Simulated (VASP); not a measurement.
# OSi in VASP: a series of runs

Runs on OSi. Level: PBE. Tasks: single point, relaxation of the atoms.

Everything below comes from runs of VASP 6.6.1. Logs are shortened: lines on timing, memory, paths and dates and some standing lists are left out, and cuts for length are marked.

## (1) The undisturbed molecule

The cell holds a molecule in a box, 2 atoms: a = 11.000 Å, b = 10.000 Å, c = 10.000 Å, α = 90.00°, β = 90.00°, γ = 90.00°.

## (2) Single point, PBE (atoms moved at random, drawn with an rms of 0.05 Å)

Contents of INCAR:

```
PREC     = Accurate       # precision mode
ENCUT    = 520            # plane-wave cutoff, eV
EDIFF    = 1E-6           # SCF threshold, eV
ISMEAR   = 0              # smearing method
SIGMA    = 0.01           # smearing width, eV
LREAL    = False          # projectors in reciprocal space
LASPH    = True           # aspherical terms in the spheres
NELM     = 60             # most SCF steps
ALGO     = Fast           # electronic algorithm
ISIF     = 2              # what is computed and relaxed
LWAVE    = False          # write WAVECAR
LCHARG   = False          # write CHGCAR
GGA      = PE             # functional
```

Contents of KPOINTS:

```
Automatic mesh
0
Gamma
  1 1 1
```

Contents of POSCAR:

```
SiO
1.0
   11.0000000000      0.0000000000      0.0000000000
    0.0000000000     10.0000000000      0.0000000000
    0.0000000000      0.0000000000     10.0000000000
O Si
1 1
Direct
    0.4473460000      0.5223670000      0.4699040000
    0.5575380000      0.4792390000      0.5336280000
```

Potentials or basis: VASP PAW PBE potentials, release 64 (O, Si).

On the command line:

```bash
$ cat potpaw_PBE.64/O/POTCAR potpaw_PBE.64/Si/POTCAR > POTCAR
$ mpirun -np 1 vasp_gam > vasp.out
```

OUTCAR:

```text
PREC = Accurate
   ENCUT = 520
   EDIFF = 1E-6
   ISMEAR = 0
   LREAL = False
   LASPH = True
   NELM = 60
   ISIF = 2
   GGA = PE

 ion  position               nearest neighbor table
   1  0.447  0.522  0.470-   2 1.44
   2  0.558  0.479  0.534-   1 1.44

  LATTYP: Found a simple tetragonal cell.
 ALAT       =    10.0000000000
 C/A-ratio  =     1.1000000000

  Lattice vectors:

 A1 = (   0.0000000000,  10.0000000000,   0.0000000000)
 A2 = (   0.0000000000,   0.0000000000,  10.0000000000)
 A3 = (  11.0000000000,   0.0000000000,   0.0000000000)

Analysis of symmetry for initial positions (statically):
=====================================================================
 Subroutine PRICEL returns:
 Original cell was already a primitive cell.

 Routine SETGRP: Setting up the symmetry group for a
 simple tetragonal supercell.

 Subroutine GETGRP returns: Found  1 space group operations
 (whereof  1 operations were pure point group operations)
 out of a pool of 16 trial point group operations.

The static configuration has the point symmetry C_1 .

Analysis of symmetry for dynamics (positions and initial velocities):
=====================================================================
 Subroutine PRICEL returns:
 Original cell was already a primitive cell.

 Routine SETGRP: Setting up the symmetry group for a
 simple tetragonal supercell.

 Subroutine GETGRP returns: Found  1 space group operations
 (whereof  1 operations were pure point group operations)
 out of a pool of 16 trial point group operations.

The dynamic configuration has the point symmetry C_1 .

 Subroutine INISYM returns: Found  1 space group operations
 (whereof  1 operations are pure point group operations),
 and found     1 'primitive' translations

----------------------------------------------------------------------------------------

                                     Primitive cell

  volume of cell :    1100.0000

  direct lattice vectors                    reciprocal lattice vectors
    11.000000000  0.000000000  0.000000000     0.090909091  0.000000000  0.000000000
     0.000000000 10.000000000  0.000000000     0.000000000  0.100000000  0.000000000
     0.000000000  0.000000000 10.000000000     0.000000000  0.000000000  0.100000000

  length of vectors
    11.000000000 10.000000000 10.000000000     0.090909091  0.100000000  0.100000000

  position of ions in fractional coordinates (direct lattice)
     0.447346000  0.522367000  0.469904000
     0.557538000  0.479239000  0.533628000

  ion indices of the primitive-cell ions
   primitive index   ion index
                 1           1
                 2           2

----------------------------------------------------------------------------------------

 KPOINTS: Automatic mesh

Automatic generation of k-mesh.
 Grid dimensions read from file:
 generate k-points for:    1    1    1

 Generating k-lattice:

  Cartesian coordinates                     Fractional coordinates (reciprocal lattice)
     0.090909091  0.000000000  0.000000000     1.000000000  0.000000000  0.000000000
     0.000000000  0.100000000  0.000000000     0.000000000  1.000000000  0.000000000
     0.000000000  0.000000000  0.100000000     0.000000000  0.000000000  1.000000000

  Length of vectors
     0.090909091  0.100000000  0.100000000

  Shift w.r.t. Gamma in fractional coordinates (k-lattice)
     0.000000000  0.000000000  0.000000000

 Subroutine IBZKPT returns following result:
 ===========================================

 Found      1 irreducible k-points:

 Following reciprocal coordinates:
            Coordinates               Weight
  0.000000  0.000000  0.000000      1.000000
   k-points           NKPTS =      1   k-points in BZ     NKDIM =      1   number of bands    NBANDS=      9
   number of dos      NEDOS =    301   number of ions     NIONS =      2
   total plane-waves  NPLWV = 537600
   dimension x,y,z NGX =    84 NGY =   80 NGZ =   80
   dimension x,y,z NGXF=   168 NGYF=  160 NGZF=  160
   ions per type =               1   1
   NGX,Y,Z   is equivalent  to a cutoff of  12.70, 13.30, 13.30 a.u.
   NGXF,Y,Z  is equivalent  to a cutoff of  25.39, 26.60, 26.60 a.u.
 SYSTEM =  unknown system
   PREC   = accura    normal or accurate (medium, high low for compatibility)
   ISTART =      0    job   : 0-new  1-cont  2-samecut
   ICHARG =      2    charge: 1-file 2-atom 10-const
   ISPIN  =      1    spin polarized calculation?
   LNONCOLLINEAR =      F non collinear calculations
   LSORBIT =      F    spin-orbit coupling
   LASPH  =      T    aspherical Exc in radial PAW
   ENCUT  =  520.0 eV  38.22 Ry    6.18 a.u.  20.45 18.59 18.59*2*pi/ulx,y,z
   NELM   =     60;   NELMIN=  2; NELMDL= -5     # of ELM steps
   EDIFF  = 0.1E-05   stopping-criterion for ELM
   LREAL  =      F    real-space projection
   EDIFFG = 0.1E-04   stopping-criterion for IOM
   NSW    =      0    number of steps for IOM
   IBRION =     -1    ionic relax: 0-MD 1-quasi-New 2-CG
   NFREE  =      0    steps in history (QN), initial steepest desc. (CG)
   ISIF   =      2    stress and relaxation
   ISYM   =      2    0-nonsym 1-usesym 2-fastsym
   POTIM  = 0.5000    time-step for ionic-motion
   TEBEG  =    0.0;   TEEND  =   0.0 temperature during run
   PSTRESS=    0.0 pullay stress
   NELECT =      10.0000    total number of electrons
   NUPDOWN=      -1.0000    fix difference up-down
   EMIN   =  10.00;   EMAX   =-10.00  energy-range for DOS
   EFERMI =   0.00;   METHOD = LEGACY
   ISMEAR =     0;   SIGMA  =   0.01  broadening in eV -4-tet -1-fermi 0-gaus
   EFERMI_NEDOS =   21; number of points for ismear=-14 and -15
   IALGO  =     68    algorithm
   IMIX   =      4    mixing-type and parameters
     AMIX     =   0.40;   BMIX     =  1.00
     AMIX_MAG =   1.60;   BMIX_MAG =  1.00
  volume/ion in A,a.u.               =     550.00      3711.58
  Fermi-wavevector in a.u.,A,eV,Ry     =   0.341673  0.645668  1.588350  0.116740
  Thomas-Fermi vector in A             =   1.246405
   LORBIT       =      0    0 simple, 1 ext, 2 COOP (PROOUT), +10 PAW based schemes
   GGA     = PE    functional components
   LHFCALC =     F    Hartree Fock is set to
   AEXX    =    0.0000 exact exchange contribution
   IVDW    =     0    specifies the selected vdW correction
   LEPSILON=     F    determine dielectric tensor
   LRPA    =     F    only Hartree local field effects (RPA)
 non-spin polarized calculation
 RMM-DIIS sequential band-by-band and
 Gauss-broadening in eV      SIGMA  =   0.01
  energy-cutoff  :      520.00
  volume of cell :     1100.00
 maximum number of plane-waves:     14859
 NGX is ok and might be reduce to    84
   NGX = 41   NGY = 37   NGZ = 37

 number of electron      10.0000000 magnetization

 Free energy of the ion-electron system (eV)
  ---------------------------------------------------
  ext. energy  EPLUGINS =         0.00000000
  ---------------------------------------------------
  free energy    TOTEN  =       -10.97003482 eV

  energy without entropy =      -10.97003482  energy(sigma->0) =      -10.97003482

 E-fermi :  -7.0996     XC(G=0):  -0.8015

 val. band max:       -7.1667103842   @ k =   0.0000   0.0000   0.0000
 cond. band min:      -2.4064559273   @ k =   0.0000   0.0000   0.0000
 fundamental gap:      4.7602544569
 Fermi energy:        -7.0995818634

 k-point     1 :       0.0000    0.0000    0.0000
  band No.  band energies     occupation
      1     -23.6516      2.00000
      2     -10.2728      2.00000
      3      -8.1626      2.00000
      4      -8.1624      2.00000
      5      -7.1667      2.00000
      6      -2.4065      0.00000
      7      -2.4057      0.00000
      8      -0.2566      0.00000
      9       0.0308      0.00000

------------------------ aborting loop because EDIFF is reached ----------------------------------------

  FORCE on cell =-STRESS in cart. coord.  units (eV):
  Direction    XX          YY          ZZ          XY          YZ          ZX
  --------------------------------------------------------------------------------------
  -------------------------------------------------------------------------------------
  Total        6.4852803      0.8063988      1.7809152     -2.3292362     -1.2254612      3.4413920
  in kB        9.4459720      1.1745399      2.5939472     -3.3925903     -1.7849147      5.0124730
  external PRESSURE =       4.4048197 kB  Pullay stress =       0.0000000 kB

 VOLUME and BASIS-vectors are now :
 -----------------------------------------------------------------------------
  energy-cutoff  :      520.00
  volume of cell :     1100.00
      direct lattice vectors                 reciprocal lattice vectors
    11.000000000  0.000000000  0.000000000     0.090909091  0.000000000  0.000000000
     0.000000000 10.000000000  0.000000000     0.000000000  0.100000000  0.000000000
     0.000000000  0.000000000 10.000000000     0.000000000  0.000000000  0.100000000

 POSITION                                       TOTAL-FORCE (eV/Angst)
 -----------------------------------------------------------------------------------
      4.92081      5.22367      4.69904        -5.392351      1.921419     -2.838713
      6.13292      4.79239      5.33628         5.392351     -1.921419      2.838713
 -----------------------------------------------------------------------------------
    total drift:                               -0.000259     -0.000010      0.000105

  FREE ENERGIE OF THE ION-ELECTRON SYSTEM (eV)
  ---------------------------------------------------
  free  energy   TOTEN  =       -10.9700348243 eV

  energy  without entropy=      -10.9700348243  energy(sigma->0) =      -10.97003482
```

Run time: 36 s. Hardware: 1 thread of Intel Xeon 6975P-C (Granite Rapids), shared host; peak memory 0.89 GiB.

Results:

```
Free energy                     : -10.9700 eV
Largest force                   : 6.390 eV/Å
Gap between the frontier levels : 4.76 eV
```

Forces on the atoms (eV/Å):
```
O   -5.392  1.921 -2.839
Si   5.392 -1.921  2.839
```

Levels at points of the mesh, in eV from the valence-band top:
```csv
k point,band 3,band 4,band 5,band 6,band 7,band 8
"(0.00, 0.00, 0.00)",-1.00,-1.00,0.00,4.76,4.76,6.91
```

## (3) Relaxation of the atoms, PBE (atoms moved at random, drawn with an rms of 0.02 Å)

Contents of INCAR:

```
SYSTEM = SiO
PREC = Accurate
ENCUT = 520
EDIFF = 1E-6
ISMEAR = 0
SIGMA = 0.01
LREAL = .False.
LASPH = .True.
NELM = 100
ALGO = Normal
ISIF = 2
LWAVE = .False.
LCHARG = .False.
GGA = PE
IBRION = 2
NSW = 60
EDIFFG = -0.005
```

Contents of KPOINTS:

```
regular mesh
0
Gamma
  1 1 1
  0 0 0
```

Contents of POSCAR:

```
SiO
1.0
   11.0000000000      0.0000000000      0.0000000000
    0.0000000000     10.0000000000      0.0000000000
    0.0000000000      0.0000000000     10.0000000000
O Si
1 1
Direct
    0.4438360000      0.5237720000      0.4694450000
    0.5582860000      0.4788300000      0.5362550000
```

Potentials or basis: VASP PAW PBE potentials, release 64 (O, Si).

On the command line:

```bash
$ cat potpaw_PBE.64/O/POTCAR potpaw_PBE.64/Si/POTCAR > POTCAR
$ mpirun -np 1 vasp_gam > vasp.out
```

Run time: 2.4 min. Hardware: 1 thread of Intel Xeon 6975P-C (Granite Rapids), shared host; peak memory 1 GiB.

The run converged. Its results:

```
Free energy                     : -11.2444 eV
Energy gained by relaxing       : 17.0 meV/atom
Ionic steps                     : 10
Largest force after relaxing    : 0.004 eV/Å
Gap between the frontier levels : 4.53 eV
```

Forces on the atoms (eV/Å):
```
O    0.003  0.002 -0.003
Si  -0.003 -0.002  0.003
```

The path:
| step | energy change (eV) | largest force (eV/Å) | pressure (GPa) |
| --- | --- | --- | --- |
| 1 | 0.0000 | 2.0202 | 0.14 |
| 2 | 0.4715 | 5.4390 | -0.45 |
| 3 | -0.0340 | 0.0622 | -0.01 |
| 4 | -0.0340 | 0.0073 | -0.01 |
| 5 | -0.0340 | 0.0301 | 0.00 |
| 6 | -0.0340 | 0.0294 | 0.00 |
| 7 | -0.0340 | 0.0241 | 0.00 |
| 8 | -0.0340 | 0.0190 | 0.00 |
| 9 | -0.0341 | 0.0056 | 0.00 |
| 10 | -0.0341 | 0.0045 | 0.00 |

Final structure:
```
O Si
1.0
    11.00000    0.00000    0.00000
     0.00000   10.00000    0.00000
     0.00000    0.00000   10.00000
O Si
1 1
Direct
  0.44254 0.52433 0.46861
  0.55958 0.47827 0.53709
```

Levels at points of the mesh, in eV from the valence-band top:
| k point | band 3 | band 4 | band 5 | band 6 | band 7 | band 8 |
| --- | --- | --- | --- | --- | --- | --- |
| (0.00, 0.00, 0.00) | -0.55 | -0.55 | 0.00 | 4.53 | 4.53 | 6.90 |
